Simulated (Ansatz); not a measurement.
## Atom list for Graphene/h-GaN/graphene sandwich (62 atoms)

12 cells of graphene (a = 2.46 Å, strained -0.17 %) and 7 cells of h-GaN (a = 3.21 Å, +0.17 %) on one hexagonal cell, twist 49.11 deg; facing planes 3.5, 3.46 Å apart; 16 Å of vacuum; displaced by a Gaussian of 0.01 Å.

Calculated values (Ansatz 0.2.0, Kohn-Sham DFT, PBE+D4, PAW (set soft_2), plane waves; cutoff 420 eV, k-mesh 6×6×1, fermi-dirac smearing of 0.05 eV) for the geometry as built.

Cell vectors (Å):

```
8.507 0.000 0.000
-4.254 7.368 0.000
0.000 0.000 22.960
```

Positions (Å):

```
1 C -1.411 4.904 8.002
2 C -0.711 3.674 7.993
3 C -1.413 7.360 8.003
4 C -0.702 6.128 8.012
5 C 0.720 1.226 7.996
6 C -2.823 7.352 7.987
7 C 0.713 3.687 8.002
8 C 1.425 2.456 7.997
9 C 0.716 6.151 8.005
10 C 1.431 4.910 7.996
11 C 2.845 2.465 8.009
12 C 3.546 1.223 8.006
13 C 2.823 4.911 7.985
14 C 3.545 3.703 8.004
15 C 7.085 0.001 8.003
16 C 3.551 6.143 8.020
17 C 4.948 1.226 8.002
18 C 5.666 0.007 7.988
19 C 4.957 3.679 7.986
20 C 5.682 2.459 8.014
21 C -3.524 6.149 7.992
22 C -2.829 4.913 8.006
23 C -1.409 2.442 8.010
24 C -0.707 1.235 8.012
25 Ga 4.871 5.336 11.498
26 N 5.471 3.594 11.511
27 Ga 6.683 0.088 11.497
28 N 3.045 5.708 11.505
29 Ga -1.215 3.239 11.512
30 N -0.618 1.467 11.527
31 Ga -0.600 6.400 11.480
32 N 0.000 4.641 11.506
33 Ga 1.218 1.144 11.510
34 N -2.433 6.745 11.496
35 Ga 1.828 4.283 11.500
36 N 2.435 2.530 11.507
37 Ga 4.256 2.180 11.508
38 N 4.868 0.425 11.507
39 C 4.957 4.887 14.944
40 C 5.647 3.664 14.949
41 C -3.548 7.338 14.968
42 C -2.848 6.096 14.951
43 C 7.087 1.196 14.951
44 C 3.528 7.347 14.951
45 C -1.437 3.652 14.949
46 C -0.717 2.435 14.958
47 C -1.428 6.105 14.956
48 C -0.712 4.888 14.955
49 C 0.703 2.413 14.955
50 C 1.412 1.197 14.964
51 C 0.714 4.889 14.956
52 C 1.411 3.653 14.960
53 C 0.729 7.346 14.956
54 C 1.399 6.123 14.963
55 C 2.818 1.197 14.977
56 C -0.729 7.334 14.977
57 C 2.812 3.662 14.952
58 C 3.557 2.421 14.947
59 C 2.835 6.133 14.957
60 C 3.534 4.895 14.958
61 C 4.962 2.425 14.961
62 C 5.664 1.223 14.942
```

**Question.** What force acts on each atom, and what charge does it carry?

Columns: atom, q, fx, fy, fz (forces in eV/Å, q the intrinsic-atomic-orbital charge in e).

```
1 0.00 -0.273 -0.081 0.049
2 0.00 0.488 0.171 0.196
3 0.01 0.215 -0.137 -0.015
4 0.00 0.075 0.477 -0.026
5 0.00 -0.220 -0.172 0.050
6 0.01 -0.081 1.218 0.104
7 0.00 -0.092 -0.300 -0.096
8 0.00 0.055 0.079 0.097
9 0.01 -0.070 -0.793 -0.057
10 0.00 -1.089 0.432 0.063
11 0.01 -0.180 -0.191 -0.091
12 0.00 -0.362 0.399 0.014
13 0.00 1.288 0.707 0.307
14 0.00 -0.063 -1.114 -0.187
15 0.00 0.442 0.094 0.096
16 0.01 -0.196 0.036 -0.427
17 0.01 0.993 0.453 0.032
18 0.00 0.165 -0.087 0.207
19 0.01 0.707 0.562 0.346
20 0.00 -0.898 -0.467 -0.189
21 0.00 -1.056 -0.911 0.238
22 0.00 -0.005 -0.257 -0.193
23 0.00 -0.366 0.822 -0.018
24 0.01 0.523 -0.939 -0.138
25 0.79 -0.228 0.274 0.005
26 -0.81 -0.045 -0.320 -0.031
27 0.79 -0.018 -0.326 0.014
28 -0.81 -0.115 -0.427 -0.030
29 0.78 0.081 -0.164 -0.007
30 -0.81 0.368 0.589 -0.038
31 0.78 -0.258 -0.129 0.054
32 -0.81 0.105 -0.045 -0.040
33 0.79 -0.227 -0.370 0.000
34 -0.81 0.209 0.153 -0.028
35 0.78 0.085 0.338 0.016
36 -0.81 0.044 0.155 -0.027
37 0.79 0.120 0.030 0.006
38 -0.81 -0.127 0.237 -0.042
39 0.00 -0.769 -0.313 0.082
40 0.01 0.906 -0.406 0.039
41 0.01 -0.349 -0.344 -0.191
42 0.01 0.239 1.077 0.079
43 0.01 -0.431 1.028 -0.045
44 0.00 1.018 -0.017 0.098
45 0.00 0.298 0.595 0.039
46 0.01 0.073 -0.601 -0.098
47 0.00 0.064 0.094 0.088
48 0.01 -0.028 -0.528 -0.049
49 0.00 -0.274 0.986 0.050
50 0.00 -0.297 -0.232 0.013
51 0.00 -0.860 -0.195 0.084
52 0.00 -0.341 -0.100 -0.108
53 0.01 -2.144 0.490 0.079
54 0.00 1.421 -0.267 -0.104
55 0.00 1.069 0.089 -0.220
56 0.00 1.073 0.304 -0.172
57 0.00 1.497 -0.368 0.029
58 0.00 -1.545 0.398 0.215
59 0.01 -0.737 -1.004 0.021
60 0.01 -0.268 -0.080 -0.112
61 0.00 -0.412 0.753 -0.239
62 0.00 0.804 -1.359 0.211
```

The r.m.s. force component is 0.496 eV/Å; the longest force, 2.20 eV/Å, acts on C53.

[Logs are printed without paths, hosts, clocks, repeated set-up lines and the standing remarks that a program may print on its own settings, such as how far it seeks lower states.]

[Hosts, paths, dates, database ids (printed as entryN), source tags and the programs' standing remarks are cut or masked in the printed files.]
